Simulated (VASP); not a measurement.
# Pt (Fm-3m) in VASP: single point with PBE

Aim: the single point of Pt with PBE.

All numbers are computed with VASP 6.6.1; they aren't measurements. Logs are shortened: lines on timing, memory, paths and dates and some standing lists are left out, and cuts for length are marked.

**1. The structure**

It takes space group Fm-3m (No. 225, cubic). Conventional cell: a = 3.967 Å, b = 3.967 Å, c = 3.967 Å, α = 90.00°, β = 90.00°, γ = 90.00°. Pt (site symmetry m-3m) has 12 Pt at 2.81 Å as nearest neighbours.

**2. Single point, PBE**

The input, INCAR:

```
SYSTEM = Pt
ALGO     = Normal         ! electronic algorithm
EDIFF    = 1E-6           ! SCF threshold, eV
ENCUT    = 520            ! plane-wave cutoff, eV
GGA      = PE             ! functional
ICORELEVEL= 1            
ISIF     = 2              ! what is computed and relaxed
ISMEAR   = 1              ! smearing method
LASPH    = .True.         ! aspherical terms in the spheres
LCHARG   = .False.        ! write CHGCAR
LREAL    = .False.        ! projectors in reciprocal space
LWAVE    = .False.        ! write WAVECAR
NELM     = 80             ! most SCF steps
PREC     = Accurate       ! precision mode
SIGMA    = 0.1            ! smearing width, eV
```

The input, KPOINTS:

```
k-points
0
Gamma
  14 10 38
  0 0 0
```

The input, POSCAR:

```
Pt
1.0
    2.8050756300      0.0000000000      0.0000000000
    0.0000000000      3.9669760000      0.0000000000
    1.4025378200      1.9834880000      1.4025378200
Pt
1
Direct
    0.0000000000      0.0000000000      0.0000000000
```

Potentials or basis: VASP PAW PBE potentials, release 64 (Pt).

The run is started by

```console
$ cat potpaw_PBE.64/Pt/POTCAR > POTCAR
$ mpirun -np 1 vasp_std > vasp.out
```

OUTCAR:

```text
SYSTEM = Pt
   EDIFF = 1E-6
   ENCUT = 520
   GGA = PE
   ISIF = 2
   ISMEAR = 1
   LASPH = .True.
   LREAL = .False.
   NELM = 80
   PREC = Accurate

 ion  position               nearest neighbor table
   1  0.000  0.000  0.000-

  LATTYP: Found a face centered cubic cell.
 ALAT       =     3.9669759997

  Lattice vectors:

 A1 = (   1.4025378100,  -1.9834880000,  -1.4025378200)
 A2 = (   2.8050756300,   0.0000000000,   0.0000000000)
 A3 = (   1.4025378200,  -1.9834880000,   1.4025378200)

Analysis of symmetry for initial positions (statically):
=====================================================================
 Subroutine PRICEL returns:
 Original cell was already a primitive cell.

 Routine SETGRP: Setting up the symmetry group for a
 face centered cubic supercell.

 Subroutine GETGRP returns: Found 48 space group operations
 (whereof 48 operations were pure point group operations)
 out of a pool of 48 trial point group operations.

The static configuration has the point symmetry O_h .

Analysis of symmetry for dynamics (positions and initial velocities):
=====================================================================
 Subroutine PRICEL returns:
 Original cell was already a primitive cell.

 Routine SETGRP: Setting up the symmetry group for a
 face centered cubic supercell.

 Subroutine GETGRP returns: Found 48 space group operations
 (whereof 48 operations were pure point group operations)
 out of a pool of 48 trial point group operations.

The dynamic configuration has the point symmetry O_h .

 Subroutine INISYM returns: Found 48 space group operations
 (whereof 48 operations are pure point group operations),
 and found     1 'primitive' translations

----------------------------------------------------------------------------------------

                                     Primitive cell

  volume of cell :      15.6070

  direct lattice vectors                    reciprocal lattice vectors
     2.805075630  0.000000000  0.000000000     0.356496627  0.000000000 -0.356496627
     0.000000000  3.966976000  0.000000000     0.000000000  0.252081182 -0.356496626
     1.402537820  1.983488000  1.402537820     0.000000000  0.000000000  0.712993251

  length of vectors
     2.805075630  3.966976000  2.805075635     0.504162365  0.436617414  0.712993251

  position of ions in fractional coordinates (direct lattice)
     0.000000000  0.000000000  0.000000000

  ion indices of the primitive-cell ions
   primitive index   ion index
                 1           1

----------------------------------------------------------------------------------------

 KPOINTS: k-points

Automatic generation of k-mesh.
 Grid dimensions read from file:
 generate k-points for:   14   10   38

 Generating k-lattice:

  Cartesian coordinates                     Fractional coordinates (reciprocal lattice)
     0.025464045  0.000000000 -0.025464045     0.071428571  0.000000000  0.000000000
     0.000000000  0.025208118 -0.035649663     0.000000000  0.100000000  0.000000000
     0.000000000  0.000000000  0.018762980     0.000000000  0.000000000  0.026315789

  Length of vectors
     0.036011597  0.043661741  0.018762980

  Shift w.r.t. Gamma in fractional coordinates (k-lattice)
     0.000000000  0.000000000  0.000000000

 -----------------------------------------------------------------------------
|                                                                             |
|           W    W    AA    RRRRR   N    N  II  N    N   GGGG   !!!           |
|           W    W   A  A   R    R  NN   N  II  NN   N  G    G  !!!           |
|           W    W  A    A  R    R  N N  N  II  N N  N  G       !!!           |
|           W WW W  AAAAAA  RRRRR   N  N N  II  N  N N  G  GGG   !            |
|           WW  WW  A    A  R   R   N   NN  II  N   NN  G    G                |
|           W    W  A    A  R    R  N    N  II  N    N   GGGG   !!!           |
|                                                                             |
|     Your reciprocal lattice and k-lattice belong to different lattice       |
|     classes:                                                                |
|                                                                             |
|        The reciprocal lattice is body-centered cubic,                       |
|        whereas your k-lattice is triclinic.                                 |
|                                                                             |
|     Results are often still useful ...                                      |
|                                                                             |
 -----------------------------------------------------------------------------

 WARNING: IBZKPT: internal override: KBLOWUP is changed to .FALSE.
      ... skipping the blow-up phase ...

 Subroutine IBZKPT returns following result:
 ===========================================

 Found   2408 irreducible k-points:

 Following reciprocal coordinates:
            Coordinates               Weight
  0.000000  0.000000  0.000000      1.000000
  0.071429  0.000000  0.000000      2.000000
  0.142857  0.000000  0.000000      2.000000
  0.214286  0.000000  0.000000      2.000000
  0.285714  0.000000  0.000000      2.000000
  0.357143  0.000000  0.000000      2.000000
[... 16 lines left out ...]
  0.000000  0.200000  0.000000      2.000000
  0.071429  0.200000  0.000000      2.000000
 [... further k-points ...]
   k-points           NKPTS =   2408   k-points in BZ     NKDIM =   2408   number of bands    NBANDS=      9
   number of dos      NEDOS =    301   number of ions     NIONS =      1
   total plane-waves  NPLWV =  17280
   dimension x,y,z NGX =    24 NGY =   30 NGZ =   24
   dimension x,y,z NGXF=    48 NGYF=   60 NGZF=   48
   ions per type =               1
   NGX,Y,Z   is equivalent  to a cutoff of  14.22, 12.57, 14.22 a.u.
   NGXF,Y,Z  is equivalent  to a cutoff of  28.45, 25.14, 28.45 a.u.
 SYSTEM =  Pt
   PREC   = accura    normal or accurate (medium, high low for compatibility)
   ISTART =      0    job   : 0-new  1-cont  2-samecut
   ICHARG =      2    charge: 1-file 2-atom 10-const
   ISPIN  =      1    spin polarized calculation?
   LNONCOLLINEAR =      F non collinear calculations
   LSORBIT =      F    spin-orbit coupling
   LASPH  =      T    aspherical Exc in radial PAW
   ENCUT  =  520.0 eV  38.22 Ry    6.18 a.u.   5.22  7.38  5.22*2*pi/ulx,y,z
   NELM   =     80;   NELMIN=  2; NELMDL= -5     # of ELM steps
   EDIFF  = 0.1E-05   stopping-criterion for ELM
   LREAL  =      F    real-space projection
   EDIFFG = 0.1E-04   stopping-criterion for IOM
   NSW    =      0    number of steps for IOM
   IBRION =     -1    ionic relax: 0-MD 1-quasi-New 2-CG
   NFREE  =      0    steps in history (QN), initial steepest desc. (CG)
   ISIF   =      2    stress and relaxation
   ISYM   =      2    0-nonsym 1-usesym 2-fastsym
   POTIM  = 0.5000    time-step for ionic-motion
   TEBEG  =    0.0;   TEEND  =   0.0 temperature during run
   PSTRESS=    0.0 pullay stress
   NELECT =      10.0000    total number of electrons
   NUPDOWN=      -1.0000    fix difference up-down
   EMIN   =  10.00;   EMAX   =-10.00  energy-range for DOS
   EFERMI =   0.00;   METHOD = LEGACY
   ISMEAR =     1;   SIGMA  =   0.10  broadening in eV -4-tet -1-fermi 0-gaus
   EFERMI_NEDOS =   21; number of points for ismear=-14 and -15
   IALGO  =     38    algorithm
   IMIX   =      4    mixing-type and parameters
     AMIX     =   0.40;   BMIX     =  1.00
     AMIX_MAG =   1.60;   BMIX_MAG =  1.00
  volume/ion in A,a.u.               =      15.61       105.32
  Fermi-wavevector in a.u.,A,eV,Ry     =   1.411352  2.667068 27.101631  1.991914
  Thomas-Fermi vector in A             =   2.533212
   LORBIT       =      0    0 simple, 1 ext, 2 COOP (PROOUT), +10 PAW based schemes
   GGA     = PE    functional components
   LHFCALC =     F    Hartree Fock is set to
   AEXX    =    0.0000 exact exchange contribution
   IVDW    =     0    specifies the selected vdW correction
   LEPSILON=     F    determine dielectric tensor
   LRPA    =     F    only Hartree local field effects (RPA)
 non-spin polarized calculation
 Methfessel and Paxton  Order N= 1 SIGMA  =   0.10
  energy-cutoff  :      520.00
  volume of cell :       15.61
 maximum number of plane-waves:       444
 NGX is ok and might be reduce to    24
   NGX = 11   NGY = 15   NGZ = 11

 number of electron      10.0000000 magnetization

 Free energy of the ion-electron system (eV)
  ---------------------------------------------------
  ext. energy  EPLUGINS =         0.00000000
  ---------------------------------------------------
  free energy    TOTEN  =        -6.09916317 eV

  energy without entropy =       -6.09914307  energy(sigma->0) =       -6.09915647

 the core state eigenenergies are
   1-  1s -78387.7090  2s -13757.3499  2p -11917.6200  3s  -3221.2126  3p  -2685.7132
       3d  -2106.0845  4s   -681.5226  4p   -505.9669  4d   -293.0412  4f    -56.4518
       5s    -87.9277  5p    -42.0281

 E-fermi :  10.6039     XC(G=0): -13.2854

 val. band max:       10.6039053526   @ k =   0.4286   0.2000   0.1316
 cond. band min:      10.6040125671   @ k =   0.0000   0.1000   0.2368
 fundamental gap:      0.0001072145
 Fermi energy:        10.6039158563

 k-point     1 :       0.0000    0.0000    0.0000
  band No.  band energies     occupation
      1       0.7816      2.00000
      2       7.0338      2.00000
      3       7.0338      2.00000
      4       7.0338      2.00000
      5       9.0703      2.00000
      6       9.0703      2.00000
      7      25.3472      0.00000
      8      30.1206      0.00000
      9      30.1206      0.00000

 k-point     2 :       0.0714    0.0000    0.0000
  band No.  band energies     occupation
      1       1.0462      2.00000
      2       6.8647      2.00000
      3       7.1682      2.00000
      4       7.1682      2.00000
      5       8.8838      2.00000
      6       9.1387      2.00000
      7      25.7522      0.00000
      8      29.4033      0.00000
      9      30.1423      0.00000
[... 253 lines left out ...]
 k-point    24 :       0.0714    0.2000    0.0000
  band No.  band energies     occupation
      1       2.9134      2.00000
      2       6.4901      2.00000
      3       7.3901      2.00000
      4       7.5269      2.00000
      5       9.0039      2.00000
      6       9.5737      2.00000
      7      23.9350      0.00000
      8      27.1763      0.00000
      9      30.9889      0.00000

 [... further k-points ...]

------------------------ aborting loop because EDIFF is reached ----------------------------------------

  FORCE on cell =-STRESS in cart. coord.  units (eV):
  Direction    XX          YY          ZZ          XY          YZ          ZX
  --------------------------------------------------------------------------------------
  -------------------------------------------------------------------------------------
  Total       -0.0043761     -0.0043761     -0.0043761     -0.0000000     -0.0000000     -0.0000000
  in kB       -0.4492408     -0.4492408     -0.4492408     -0.0000000     -0.0000000     -0.0000000
  external PRESSURE =      -0.4492408 kB  Pullay stress =       0.0000000 kB

 VOLUME and BASIS-vectors are now :
 -----------------------------------------------------------------------------
  energy-cutoff  :      520.00
  volume of cell :       15.61
      direct lattice vectors                 reciprocal lattice vectors
     2.805075630  0.000000000  0.000000000     0.356496627  0.000000000 -0.356496627
     0.000000000  3.966976000  0.000000000     0.000000000  0.252081182 -0.356496626
     1.402537820  1.983488000  1.402537820     0.000000000  0.000000000  0.712993251

 POSITION                                       TOTAL-FORCE (eV/Angst)
 -----------------------------------------------------------------------------------
      0.00000      0.00000      0.00000        -0.000000      0.000000      0.000000
 -----------------------------------------------------------------------------------
    total drift:                               -0.000000     -0.000000     -0.000000

  FREE ENERGIE OF THE ION-ELECTRON SYSTEM (eV)
  ---------------------------------------------------
  free  energy   TOTEN  =        -6.0991631698 eV

  energy  without entropy=       -6.0991430705  energy(sigma->0) =       -6.09915647
```

It took 2.5 min on 1 thread of Intel Xeon 6975P-C (Granite Rapids), shared host; peak memory 0.49 GiB.

What came out:

* Free energy: -6.0992 eV
* Pressure: 0.0 GPa
* Band gap on the k mesh: none (metal or under the smearing width)

Core levels (eV, on the scale of the bands):
| atom | levels |
| --- | --- |
| 1 Pt | 1s -78387.7, 2s -13757.3, 2p -11917.6, 3s -3221.2, 3p -2685.7, 3d -2106.1, 4s -681.5, 4p -506.0, 4d -293.0, 4f -56.5, 5s -87.9, 5p -42.0 |

The run has no spin-orbit coupling, so splittings on Pt are missing.
